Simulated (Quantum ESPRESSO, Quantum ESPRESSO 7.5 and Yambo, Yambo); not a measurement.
# GaP (F-43m): Bethe-Salpeter spectra with Yambo

Wanted: excitons and ε₂ of GaP (F-43m), with cost.

Program: Quantum ESPRESSO 7.5 and Yambo 5.3.0. Level of theory: PBE and many-body steps on it, plane waves. Results are calculated unless marked as measured.

### 1. Starting point

It takes space group F-43m (No. 216, cubic). The conventional cell has a = 5.450 Å, b = 5.450 Å, c = 5.450 Å, α = 90.00°, β = 90.00°, γ = 90.00°. Nearest to Ga lie 4 P at 2.36 Å. Nearest to P lie 4 Ga at 2.36 Å. Farther neighbours are not listed.

The cell and positions come from the Crystallography Open Database and are kept as given unless a step says otherwise.

### 2. Empty states on the mesh, 4×4×4 mesh, 104 bands

This step: Quantum ESPRESSO 7.5; DFT, PBE, plane waves, norm-conserving pseudopotentials.

The sums over transitions need many empty states on a uniform mesh; this step solves for them.

The input, pw.in:

```
&control
  calculation = 'nscf'
  prefix = 'x'
  outdir = 'o'
  pseudo_dir = 'pseudo'
/
&system
  ibrav = 0
  nat = 2
  ntyp = 2
  ecutwfc = 104.0
  nbnd = 104
  force_symmorphic = .true.
/
&electrons
  conv_thr = 1e-9
  electron_maxstep = 80
  diago_full_acc = .true.
  diago_thr_init = 5e-6
/
ATOMIC_SPECIES
  Ga 69.723 Ga.upf
  P 30.974 P.upf
CELL_PARAMETERS angstrom
  0.0000000000 2.7252500000 2.7252500000
  2.7252500000 0.0000000000 2.7252500000
  2.7252500000 2.7252500000 0.0000000000
ATOMIC_POSITIONS crystal
  Ga 0.0000000000 0.0000000000 0.0000000000
  P 0.2500000000 0.2500000000 0.2500000000
K_POINTS automatic
  4 4 4 0 0 0
```

The run is started by

```
$ OMP_NUM_THREADS=1 mpirun -n 4 pw.x -nk 4 -in pw.in > pw.out
```

Log:

```text
Program PWSCF v.7.5 starts

     This program is part of the open-source Quantum ESPRESSO suite
     for quantum simulation of materials; please cite
         "P. Giannozzi et al., J. Phys.:Condens. Matter 21 395502 (2009);
         "P. Giannozzi et al., J. Phys.:Condens. Matter 29 465901 (2017);
         "P. Giannozzi et al., J. Chem. Phys. 152 154105 (2020);
     in publications or presentations arising from this work. More details at

     Atomic positions and unit cell read from directory:
     o/x.save/

     Message from routine setup:
[...]
k =-0.3536-0.3536 0.3536 (  4910 PWs)   bands (ev):

[...]
89.0622  89.0622  90.3732  92.5656  92.7730  92.7730  92.7804  94.3380
    94.3380  94.4618  95.0441  95.0441  98.4181  98.8962  98.8962  99.3249

          k = 0.3536 0.0000 0.0000 (  4865 PWs)   bands (ev):

     [... further k-points ...]

     highest occupied, lowest unoccupied level (ev):     8.2046    9.8577

     XML data file, pseudopotentials, collected wavefunctions

=------------------------------------------------------------------------------=
   JOB DONE.
=------------------------------------------------------------------------------=
```

It took 7.4 s on 4 MPI ranks of Arm Neoverse V2, shared host; peak memory 0.39 GiB.

This step gave:

| Item | Value |
| --- | --- |
| gap | 1.653 eV |
| k of the valence top | 0, 0, 0 |
| k of the conduction bottom | 0, -0.5, -0.5 |
| least direct gap | 1.818 eV |
| k points computed | 8 |
| lowest point of the top converged band, above the valence top | 88.6883 eV |

On this mesh the gap is 1.653 eV.

The density comes from a self-consistent run that is not shown.

### 3. Conversion and set-up

This step: Yambo 5.3.0; conversion and set-up on PBE, plane waves, norm-conserving pseudopotentials.

The states are converted to the many-body program's format and the q mesh is built.

The run is started by

```
$ (cd o/x.save; p2y > p2y.log; mv SAVE ../..); yambo > setup.log
```

Log:

```text
 Yambo, version 5.3.0

 [02] CORE Variables Setup
 =========================

  [02.01] Unit cells
  ==================

  Cell kind             :  FCC
  Atoms in the cell     :  Ga  P
  number of Ga atoms    :  1
  number of P  atoms    :  1

  List of atomic masses
  Mass of Ga    :  69.72300
  Mass of P     :  30.97400

  List of atomic coordinates    : [cc]
  Ga1       :  0.000000  0.000000  0.000000  order 1
  P1       :  2.574988  2.574988  2.574988  order 2

  Alat factors          :  5.149976  5.149976  5.149976 [a.u.]
  Direct lattice volume :  273.1780 [a.u.]
[...]
==========================================

 IBZ Q-points                                      :   8
 BZ  Q-points                                      :   64

 K/Q-points units:
 rlu = crystal or reduced units; cc = cartesian coordinates; iku = interal k-units

 Q [1]          [rlu]:  0.000000  0.000000  0.000000
 Q [2]          [rlu]: -0.25926E-17 -0.25926E-17  0.25000
 Q [3]          [rlu]:  0.51853E-17  0.51853E-17 -0.50000
[...]
Q [7]          [rlu]: -0.34504E-17 -0.50000     -0.50000
 Q [8]          [rlu]:  0.250000 -0.500000 -0.250000

  [03.01] X indexes
  =================

   [03.01.01] Sigma indexes
   ========================

 [06] Game Over & Game summary
```

The job ended after 3.2 s (1 MPI rank; peak memory 0.25 GiB).

### 4. Screening and self-energy, 4×4×4 mesh, 104 bands, screening to 163.3 eV

G0W0 replaces the xc potential by the self-energy, built once from these orbitals. Only a window of levels is corrected, while the sums run over the empty bands that the input names.

This step: G0W0 on PBE, plane waves, norm-conserving pseudopotentials.

The input, gw1.in:

```
HF_and_locXC
gw0
dyson
ppa
em1d
rim_cut
RandQpts= 1000000
RandGvec= 1 RL
EXXRLvcs= 104 Ry
VXCRLvcs= 416 Ry
Chimod= "HARTREE"
% BndsRnXp
 1 | 104 |
%
NGsBlkXp= 12 Ry
% LongDrXp
 1 | 1 | 1 |
%
% GbndRnge
 1 | 104 |
%
DysSolver= "n"
ExtendOut
PPAPntXp= 27.21138 eV
% QPkrange
 1 | 1 | 12 | 15 |
 7 | 7 | 12 | 15 |
%
```

The run is started by

```
$ OMP_NUM_THREADS=1 mpirun -n 4 yambo -F gw1.in -J gw1 -C gw1 > gw1.log
```

Log:

```text
 Yambo, version 5.3.0

 [02] CORE Variables Setup
 =========================

  [... cell, symmetries and grids as in the set-up ...]

  [02.05] Energies & Occupations
  ==============================

  [X] === General ===
  [X] Electronic Temperature                        :  0.000000  0.000000 [eV K]
  [X] Bosonic    Temperature                        :  0.000000  0.000000 [eV K]
  [X] Finite Temperature mode                       : no
  [X] El. density                                   :  0.64228E+24 [cm-3]
[...]
QP @ state[ 1 ] b range                          :  12  15
   QP @ state[ 2 ] K range                          :   7   7
   QP @ state[ 2 ] b range                          :  12  15
   GF energies kind                                 : Perdew, Burke & Ernzerhof(X)+Perdew, Burke & Ernzerhof(C)
   GF WF`s kind                                     : Perdew, Burke & Ernzerhof(X)+Perdew, Burke & Ernzerhof(C)
   Xs energies kind                                 : Perdew, Burke & Ernzerhof(X)+Perdew, Burke & Ernzerhof(C)
   Xs WF`s kind                                     : Perdew, Burke & Ernzerhof(X)+Perdew, Burke & Ernzerhof(C)

 [11] Game Over & Game summary
```

Elapsed: 71 s, on 4 MPI ranks; peak memory 1.7 GiB.

This step gave:

- G0W0 gap on the points computed: 2.251 eV
- starting gap on the mesh: 1.653 eV
- k of the valence top: 0, 0, 0
- k of the conduction bottom: 0, -0.5, -0.5
- least direct G0W0 gap on the computed points: 2.701 eV

The gap on the mesh goes from 1.65 eV to 2.25 eV, a correction of +0.60 eV.

The gap opens by 0.598 eV; the next steps shift the empty bands rigidly by 0.884 eV, the correction at the start's least direct gap.

### 5. Empty states on the mesh, 4×4×4 mesh, 22 bands

This step: Quantum ESPRESSO 7.5; DFT, PBE, plane waves, norm-conserving pseudopotentials.

pw.in, as its differences from that of step 2:

```diff
@@ -11,3 +11,3 @@
   ecutwfc = 104.0
-  nbnd = 104
+  nbnd = 22
   force_symmorphic = .true.
```

The run is started by

```
$ OMP_NUM_THREADS=1 mpirun -n 4 pw.x -nk 4 -in pw.in > pw.out
```

Log:

```text
[banner, memory and clock lines left out]
Program PWSCF v.7.5 starts

     Atomic positions and unit cell read from directory:
     o/x.save/

     Message from routine setup:
     using ibrav=0 with symmetry is DISCOURAGED, use correct ibrav instead

     G-vector sticks info

     bravais-lattice index     =            0
     lattice parameter (alat)  =       7.2832  a.u.
     unit-cell volume          =     273.1780 (a.u.)^3
     number of atoms/cell      =            2
     number of atomic types    =            2
     number of electrons       =        26.00
[...]
-135.1871 -85.9118 -85.9118 -85.9117  -6.3791  -6.3203  -6.3203  -6.2361
    -6.2361  -3.5122   4.3287   7.5424   7.5424  10.3580  12.9459  12.9459
    14.5489  17.1496  17.1496  18.1348  21.2975  24.3939

          k =-0.3536-0.3536 0.3536 (  4910 PWs)   bands (ev):

  -135.1871 -85.9119 -85.9118 -85.9118  -6.4174  -6.3105  -6.3105  -6.2299
    -6.2299  -2.2221   1.5720   7.0869   7.0869   9.8744  12.9203  12.9203
    16.4886  19.0885  19.8199  19.8199  21.7867  21.7867

          k = 0.3536 0.0000 0.0000 (  4865 PWs)   bands (ev):

     [... further k-points ...]

     highest occupied, lowest unoccupied level (ev):     8.2046    9.8577

     XML data file, pseudopotentials, collected wavefunctions
```

Elapsed: 1.7 s, on 4 MPI ranks; peak memory 0.06 GiB.

Numbers from this step:

```yaml
gap: 1.653 eV
k_of_the_valence_top: 0, 0, 0
k_of_the_conduction_bottom: 0, -0.5, -0.5
least_direct_gap: 1.818 eV
k_points_computed: 8
lowest_point_of_the_top_converged_band_above_the_valence_top: 12.45 eV
```

On this mesh the gap is 1.653 eV.

### 6. Conversion and set-up

This step: Yambo 5.3.0; conversion and set-up on PBE, plane waves, norm-conserving pseudopotentials.

The run is started by

```
$ (cd o/x.save; p2y > p2y.log; mv SAVE ../..); yambo > setup.log
```

Log:

```text
 Yambo, version 5.3.0

 [02] CORE Variables Setup
 =========================

  [02.01] Unit cells
  ==================

  Cell kind             :  FCC
  Atoms in the cell     :  Ga  P
  number of Ga atoms    :  1
  number of P  atoms    :  1

  List of atomic masses
  Mass of Ga    :  69.72300
  Mass of P     :  30.97400

  List of atomic coordinates    : [cc]
  Ga1       :  0.000000  0.000000  0.000000  order 1
  P1       :  2.574988  2.574988  2.574988  order 2

  Alat factors          :  5.149976  5.149976  5.149976 [a.u.]
  Direct lattice volume :  273.1780 [a.u.]
[...]
==========================================

 IBZ Q-points                                      :   8
 BZ  Q-points                                      :   64

 K/Q-points units:
 rlu = crystal or reduced units; cc = cartesian coordinates; iku = interal k-units

 Q [1]          [rlu]:  0.000000  0.000000  0.000000
 Q [2]          [rlu]: -0.25926E-17 -0.25926E-17  0.25000
 Q [3]          [rlu]:  0.51853E-17  0.51853E-17 -0.50000
[...]
Q [7]          [rlu]: -0.34504E-17 -0.50000     -0.50000
 Q [8]          [rlu]:  0.250000 -0.500000 -0.250000

  [03.01] X indexes
  =================

   [03.01.01] Sigma indexes
   ========================

 [06] Game Over & Game summary
```

Elapsed: 2.7 s, on 1 MPI rank; peak memory 0.25 GiB.

(Continued in part 2 of 4.)

[Paths, hosts, dates, memory and timing lines, banners, echoed tables and standing remarks are left out of the program output.]

[Logs are printed without paths, hosts, clocks, repeated set-up lines and the standing remarks that a program may print on its own settings, such as how far it seeks lower states.]

[Runs of the session that timed out or met a known fault of the program may be left out.]

[Hosts, paths, dates, database ids (printed as entryN), source tags and the programs' standing remarks are cut or masked in the printed files.]
